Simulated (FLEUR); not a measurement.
# Pb (Fm-3m) in FLEUR: further runs

Aim: see how the results for Pb move with the level of theory and the settings. Levels: HSE06, PBE, PBE0. Tasks: single point.

Program: FLEUR MaX-R8.1 (patched build s14). These are calculated values, not measurements. Logs are shortened: lines on timing, memory, paths and dates and some standing lists are left out, and cuts for length are marked.

**1. The crystal as given**

It takes space group Fm-3m (No. 225, cubic). Conventional cell: a = 4.950 Å, b = 4.950 Å, c = 4.950 Å, α = 90.00°, β = 90.00°, γ = 90.00°. Around Pb (site symmetry m-3m) lie 12 Pb at 3.50 Å.

**2. Single point, HSE06**

Input file inp.xml:

```xml
<?xml version="1.0" encoding="UTF-8" standalone="no"?>
<fleurInput fleurInputVersion="0.39">
   <comment>
      Pb                                                                                                  
   </comment>
   <calculationSetup>
      <cutoffs Kmax="3.8" Gmax="11.8" GmaxXC="11.8" numbands="38"/>
      <scfLoop itmax="30" minDistance="0.0001" maxIterBroyd="15" imix="Anderson" alpha="0.05" precondParam="0.0" spinf="2.0"/>
      <coreElectrons ctail="T" frcor="F" kcrel="0" coretail_lmax="0"/>
      <xcFunctional name="hse" relativisticCorrections="F"/>
      <magnetism jspins="1"/>
      <prodBasis gcutm="3.0" bands="34" tolerance="0.0001" lexp="16" ewaldlambda="3"/>
      <soc l_soc="F" theta="0.0" phi="0.0" spav="F"/>
      <expertModes spex="0" secvar="F"/>
      <geometryOptimization l_f="F" forcealpha="1.0" forcemix="BFGS" epsdisp="0.00001" epsforce="0.00001"/>
      <ldaU l_linMix="F" mixParam="0.05" spinf="1.0"/>
   </calculationSetup>
   <cell>
      <bzIntegration valenceElectrons="20.0" mode="hist" fermiSmearingEnergy="0.00183747">
         <kPointListSelection listName="default-1"/>
         <!-- k-points included here -->
         <xi:include xmlns:xi="http://www.w3.org/2001/XInclude" href="kpts.xml"> </xi:include>
      </bzIntegration>
      <!-- symmetry operations included here -->
      <xi:include xmlns:xi="http://www.w3.org/2001/XInclude" href="sym.xml"> </xi:include>
      <bulkLattice scale="1.0">
         <bravaisMatrix>
            <row-1>    0.0000000000000000     4.6771099529074922     4.6771099529074922</row-1>
            <row-2>    4.6771099529074922     0.0000000000000000     4.6771099529074922</row-2>
            <row-3>    4.6771099529074922     4.6771099529074922     0.0000000000000000</row-3>
         </bravaisMatrix>
      </bulkLattice>
   </cell>
   <atomSpecies>
      <species name="Lead (Pb)" element="Pb" atomicNumber="82">
         <mtSphere radius="2.66" gridPoints="879" logIncrement="0.015"/>
         <atomicCutoffs lmax="11" lnonsphr="8"/>
         <electronConfig flipSpins="F">
            <coreConfig>(1s1/2) (2s1/2) (2p1/2) (2p3/2) (3s1/2) (3p1/2) (3p3/2) (4s1/2) (3d3/2) (3d5/2) (4p1/2) (4p3/2) (4d3/2) (4d5/2) (4f5/2) (4f7/2) (5s1/2)</coreConfig>
            <valenceConfig>(5p1/2) (5p3/2) (6s1/2) (5d3/2) (5d5/2) (6p1/2) (6p3/2)</valenceConfig>
            <stateOccupation state="(6p1/2)" spinUp="0.333333" spinDown="0.333333"/>
            <stateOccupation state="(6p3/2)" spinUp="0.666667" spinDown="0.666667"/>
         </electronConfig>
         <energyParameters s="6" p="6" d="5" f="5"/>
         <prodBasis lcutm="4" lcutwf="11" select="4 0 4 2"/>
         <lo type="SCLO" l="1" n="5" eDeriv="0"/>
         <lo type="SCLO" l="1" n="5" eDeriv="1"/>
         <lo type="SCLO" l="0" n="6" eDeriv="2"/>
         <lo type="SCLO" l="2" n="5" eDeriv="2"/>
         <lo type="SCLO" l="3" n="5" eDeriv="2"/>
      </species>
   </atomSpecies>
   <atomGroups>
      <atomGroup species="Lead (Pb)">
         <relPos label="                   1">.0000000000 .0000000000 .0000000000</relPos>
         <force calculate="T" relaxXYZ="TTT"/>
      </atomGroup>
   </atomGroups>
   <output dos="F" band="F" slice="F">
      <checks vchk="F" cdinf="F"/>
      <bandDOS minEnergy="-.5*Htr" maxEnergy="0.5*Htr" sigma="0.015" storeEVData="T"/>
      <vacuumDOS vacdos="F" integ="F" star="F" nstars="0" locx1="0.0" locy1="0.0" locx2="0.0" locy2="0.0" nstm="0" tworkf="0.0"/>
      <unfoldingBand unfoldBand="F" supercellX="1" supercellY="1" supercellZ="1"/>
      <plotting iplot="0" polar="F">
         <plot TwoD="T" vec1="  1.0  0.0  0.0" vec2="  0.0  1.0  0.0" vec3="  0.0  0.0  1.0" zero="  0.0  0.0  0.0" file="plot"/>
      </plotting>
      <chargeDensitySlicing numkpt="0" minEigenval="0.0" maxEigenval="0.0" nnne="0" pallst="F"/>
      <specialOutput eonly="F"/>
      <magneticCircularDichroism mcd="F" energyLo="-10.0" energyUp="0.0"/>
   </output>
  <!-- We include the file relax.xml here to enable relaxations (see documentation) -->
  <xi:include xmlns:xi="http://www.w3.org/2001/XInclude" href="relax.xml"> <xi:fallback/> </xi:include>
</fleurInput>
```

Input file crystal.txt:

```
Pb
&input cartesian=F /
0.0000000000  2.4750200000  2.4750200000
2.4750200000  0.0000000000  2.4750200000
2.4750200000  2.4750200000  0.0000000000
1.8897261246
1.0 1.0 1.0

1
82 0.0000000000  0.0000000000  0.0000000000

&kpt div1=4 div2=4 div3=4 gamma=T /
```

Potentials or basis: all-electron, FLAPW.

The run is started by

```sh
$ inpgen -f crystal.txt -profile fastHighL; OMP_NUM_THREADS=2 fleur -warn_only
```

What it wrote:

```text
Welcome to FLEUR        (www.flapw.de)
      MaX-Release 8.1          (www.max-centre.eu)
************FLEUR-Warning*****************
Error message: Hybrid calculations should always use HDF5
*****************************************
 bands (prodBasis in inp.xml) is read and not used: the non-local exchange is built in the LAPW basis itself, without a cut in the bands.

 ========== k-point set info ==========
 Selected k-point list: default-1
 k-point list type: mesh
 4 x 4 x 4
 Number of k points: 8

 ------------Calculation Setup---------------------------
 Number of OMP-threads    :            2
 Number of basis functions:          235
 Approximate size of matrices (H+S) per k-point:         0.001 GB
 --------------------------------------------------------
 Iteration:           1  Distance:   10.891062135022141       hyb distance:  -1.0000000000000000
 Iteration:           2  Distance:   10.251823502790833       hyb distance:   10.891062135022141
 Iteration:           3  Distance:   3.2043072718559897       hyb distance:   10.251823502790833
 Iteration:           4  Distance:  0.23457072824336236       hyb distance:   3.2043072718559897
 Iteration:           5  Distance:  0.22300599489460854       hyb distance:  0.23457072824336236
 Iteration:           6  Distance:   4.9063751563958306E-002  hyb distance:  0.22300599489460854
 Iteration:           7  Distance:   3.6315314459424014E-003  hyb distance:   4.9063751563958306E-002
 Iteration:           8  Distance:   2.5949353909229494E-003  hyb distance:   3.6315314459424014E-003
 Iteration:           9  Distance:   2.7577314862345755E-004  hyb distance:   2.5949353909229494E-003
 Iteration:          10  Distance:   1.5548943532433577E-004  hyb distance:   2.7577314862345755E-004
 Iteration:          11  Distance:   1.9143218076568254E-005  hyb distance:   1.5548943532433577E-004
 iterHF =    1
 start of coulomb calculation
 coulomb pw-loop nk: (1/8)
 coulomb pw-loop nk: (2/8)
 coulomb pw-loop nk: (3/8)
 coulomb pw-loop nk: (4/8)
 coulomb pw-loop nk: (5/8)
 coulomb pw-loop nk: (6/8)
 coulomb pw-loop nk: (7/8)
 coulomb pw-loop nk: (8/8)
 kpoint=            1
 calculate new HF matrix
 exchange_valence_hf
 Divergence:   1.9952373899268432
 core exchange calculation
 Screening parameter:   0.11000000000000000
 kpoint=            2
 exchange_valence_hf
 core exchange calculation
 Screening parameter:   0.11000000000000000
 kpoint=            3
 exchange_valence_hf
 core exchange calculation
 Screening parameter:   0.11000000000000000
 kpoint=            4
 exchange_valence_hf
 core exchange calculation
 Screening parameter:   0.11000000000000000
 kpoint=            5
 exchange_valence_hf
 core exchange calculation
 Screening parameter:   0.11000000000000000
 kpoint=            6
 exchange_valence_hf
 core exchange calculation
 Screening parameter:   0.11000000000000000
 kpoint=            7
 exchange_valence_hf
 core exchange calculation
 Screening parameter:   0.11000000000000000
 kpoint=            8
 exchange_valence_hf
 core exchange calculation
 Screening parameter:   0.11000000000000000
 Reset of history
 Iteration:           0  Distance:  0.88569345016666190       hyb distance:   1.9143218076568254E-005
 Iteration:           1  Distance:  0.82208138009878906       hyb distance:  0.88569345016666190
 Iteration:           2  Distance:  0.32405275304138836       hyb distance:  0.82208138009878906
 Iteration:           3  Distance:   7.1434023356410317E-002  hyb distance:  0.32405275304138836
 Iteration:           4  Distance:   4.7210763850924153E-002  hyb distance:   7.1434023356410317E-002
 Iteration:           5  Distance:   5.6960974048634195E-003  hyb distance:   4.7210763850924153E-002
 Iteration:           6  Distance:   5.9920756172593360E-004  hyb distance:   5.6960974048634195E-003
 Iteration:           7  Distance:   8.8314397491547417E-004  hyb distance:   5.9920756172593360E-004
 Iteration:           8  Distance:   1.5400634595529630E-005  hyb distance:   8.8314397491547417E-004
 Iteration:           9  Distance:  0.17091713127908986       hyb distance:   1.5400634595529630E-005
 iterHF =    2
 start of coulomb calculation
 coulomb pw-loop nk: (1/8)
 coulomb pw-loop nk: (2/8)
 coulomb pw-loop nk: (3/8)
 coulomb pw-loop nk: (4/8)
 coulomb pw-loop nk: (5/8)
 coulomb pw-loop nk: (6/8)
 coulomb pw-loop nk: (7/8)
 coulomb pw-loop nk: (8/8)
 kpoint=            1
 calculate new HF matrix
 exchange_valence_hf
 core exchange calculation
 Screening parameter:   0.11000000000000000
 kpoint=            2
 exchange_valence_hf
 core exchange calculation
 Screening parameter:   0.11000000000000000
 kpoint=            3
 exchange_valence_hf
 core exchange calculation
 Screening parameter:   0.11000000000000000
 kpoint=            4
 exchange_valence_hf
 core exchange calculation
 Screening parameter:   0.11000000000000000
 kpoint=            5
 exchange_valence_hf
 core exchange calculation
 Screening parameter:   0.11000000000000000
 kpoint=            6
 exchange_valence_hf
 core exchange calculation
 Screening parameter:   0.11000000000000000
 kpoint=            7
 exchange_valence_hf
 core exchange calculation
 Screening parameter:   0.11000000000000000
 kpoint=            8
 exchange_valence_hf
 core exchange calculation
 Screening parameter:   0.11000000000000000
 Reset of history
 Iteration:           0  Distance:   9.2427436928154597E-002  hyb distance:  0.17091713127908986
 Iteration:           1  Distance:   8.5962603921794681E-002  hyb distance:   9.2427436928154597E-002
 Iteration:           2  Distance:   3.8416465826558631E-002  hyb distance:   8.5962603921794681E-002
 Iteration:           3  Distance:   3.2347039666205850E-003  hyb distance:   3.8416465826558631E-002
 Iteration:           4  Distance:   4.7776831596994617E-004  hyb distance:   3.2347039666205850E-003
 Iteration:           5  Distance:   4.1598226561486714E-004  hyb distance:   4.7776831596994617E-004
 Iteration:           6  Distance:   7.6841972941998037E-005  hyb distance:   4.1598226561486714E-004
 Iteration:           7  Distance:   8.5165000683327195E-003  hyb distance:   7.6841972941998037E-005
 iterHF =    3
 start of coulomb calculation
 coulomb pw-loop nk: (1/8)
 coulomb pw-loop nk: (2/8)
 coulomb pw-loop nk: (3/8)
 coulomb pw-loop nk: (4/8)
 coulomb pw-loop nk: (5/8)
 coulomb pw-loop nk: (6/8)
 coulomb pw-loop nk: (7/8)
 coulomb pw-loop nk: (8/8)
 kpoint=            1
 calculate new HF matrix
 exchange_valence_hf
 core exchange calculation
 Screening parameter:   0.11000000000000000
 kpoint=            2
 exchange_valence_hf
 core exchange calculation
 Screening parameter:   0.11000000000000000
 kpoint=            3
 exchange_valence_hf
 core exchange calculation
 Screening parameter:   0.11000000000000000
 kpoint=            4
 exchange_valence_hf
 core exchange calculation
 Screening parameter:   0.11000000000000000
 kpoint=            5
 exchange_valence_hf
[... 127 lines left out ...]
 coulomb pw-loop nk: (7/8)
 coulomb pw-loop nk: (8/8)
 kpoint=            1
 calculate new HF matrix
 exchange_valence_hf
 core exchange calculation
 Screening parameter:   0.11000000000000000
 kpoint=            2
 exchange_valence_hf
 core exchange calculation
 Screening parameter:   0.11000000000000000
 kpoint=            3
 exchange_valence_hf
 core exchange calculation
 Screening parameter:   0.11000000000000000
 kpoint=            4
 exchange_valence_hf
 core exchange calculation
 Screening parameter:   0.11000000000000000
 kpoint=            5
 exchange_valence_hf
 core exchange calculation
 Screening parameter:   0.11000000000000000
 kpoint=            6
 exchange_valence_hf
 core exchange calculation
 Screening parameter:   0.11000000000000000
 kpoint=            7
 exchange_valence_hf
 core exchange calculation
 Screening parameter:   0.11000000000000000
 kpoint=            8
 exchange_valence_hf
 core exchange calculation
 Screening parameter:   0.11000000000000000
 Reset of history
 Iteration:           0  Distance:   1.0074359644115389E-004  hyb distance:   1.3882854691873051E-004
 Iteration:           1  Distance:   9.1753628660365532E-005  hyb distance:   1.0074359644115389E-004
 Iteration:           2  Distance:   3.9052533123237869E-005  hyb distance:   9.1753628660365532E-005
 iterHF =    7
 start of coulomb calculation
 coulomb pw-loop nk: (1/8)
 coulomb pw-loop nk: (2/8)
 coulomb pw-loop nk: (3/8)
 coulomb pw-loop nk: (4/8)
 coulomb pw-loop nk: (5/8)
 coulomb pw-loop nk: (6/8)
 coulomb pw-loop nk: (7/8)
 coulomb pw-loop nk: (8/8)
 kpoint=            1
 calculate new HF matrix
 exchange_valence_hf
 core exchange calculation
 Screening parameter:   0.11000000000000000
 kpoint=            2
 exchange_valence_hf
 core exchange calculation
 Screening parameter:   0.11000000000000000
 kpoint=            3
 exchange_valence_hf
 core exchange calculation
 Screening parameter:   0.11000000000000000
 kpoint=            4
 exchange_valence_hf
 core exchange calculation
 Screening parameter:   0.11000000000000000
 kpoint=            5
 exchange_valence_hf
 core exchange calculation
 Screening parameter:   0.11000000000000000
 kpoint=            6
 exchange_valence_hf
 core exchange calculation
 Screening parameter:   0.11000000000000000
 kpoint=            7
 exchange_valence_hf
 core exchange calculation
 Screening parameter:   0.11000000000000000
 kpoint=            8
 exchange_valence_hf
 core exchange calculation
 Screening parameter:   0.11000000000000000
 Reset of history
 Iteration:           0  Distance:   9.4200052051195141E-005  hyb distance:   3.9052533123237869E-005

 ********************************************************************
 Run finished successfully
 Stop message:
   all done
 ********************************************************************
```

It took 4.3 min on 2 threads of Intel Xeon Platinum 8375C at 2.90GHz (Ice Lake), shared host; peak memory 0.08 GiB.

Results:

```yaml
Free_energy: -569457.2018 eV
Band_gap_on_the_k_mesh: none (metal or under the smearing width)
Valence_electrons_inside_the_program's_atomic_spheres: Pb 17.99 (radii Pb 2.66 bohr)
```

Core levels (eV from the Fermi level):
| atom | levels |
| --- | --- |
| 1 Pb | 1s1/2 -87979.2, 2s1/2 -15719.3, 2p1/2 -15093.4, 2p3/2 -12903.3, 3s1/2 -3770.3, 3p1/2 -3488.3, 3p3/2 -2999.6, 4s1/2 -850.8, 3d3/2 -2537.2, 3d5/2 -2433.2, 4p1/2 -728.9, 4p3/2 -609.3, 4d3/2 -410.9, 4d5/2 -388.5, 4f5/2 -131.7, 4f7/2 -126.7, 5s1/2 -140.0 |

Caveat: the k mesh is coarse (spacing up to 0.55 Å⁻¹), so the values aren't converged, least of all with exact exchange; core states are solved in the semilocal potential. The run has no spin-orbit coupling, so splittings on Pb are missing.

(Continued in part 2 of 2.)
